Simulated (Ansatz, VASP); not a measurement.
**Two plane-wave programs on BN**

```
B N
1.0
     2.55394    0.00000    0.00000
    -1.27697    2.21178    0.00000
     0.00000    0.00000    4.22685
B N
2 2
Direct
  0.66667 0.33333 0.99972
  0.33333 0.66667 0.49972
  0.66667 0.33333 0.69625
  0.33333 0.66667 0.19625
```

Change from the starting cell: all N atoms moved +0.300 Å, as atom 3 along Cartesian [0 0 1].

Alike in both runs: task single point; functional PBEsol; k mesh 12 × 12 × 6; occupations gaussian, width 0.05 eV; no spin polarisation.

```csv
,VASP,Ansatz
version,VASP 6.6.1,Ansatz 0.2.0
potentials or method,"VASP PAW PBE potentials, release 64 (B, N)","scalar-relativistic, plane waves, PAW"
plane-wave cutoff (eV),520,420
valence electrons in the cell,16,16
```

VASP gave:

* gap on the k mesh at the Fermi level (eV): 0.81
* least direct gap on the mesh (eV): 4.75
* rms of the force components (eV/Å): 6.880

Q: What did Ansatz give for the same quantities?

A: gap on the k mesh at the Fermi level (eV): 0.83; least direct gap on the mesh (eV): 4.77; rms of the force components (eV/Å): 6.854.

Atom by atom the forces differ by 0.027 eV/Å (rms over components).

Caveats: the PAW data sets were made with another functional, which shifts forces and pressure a little (VASP). A k mesh can miss the band edges.
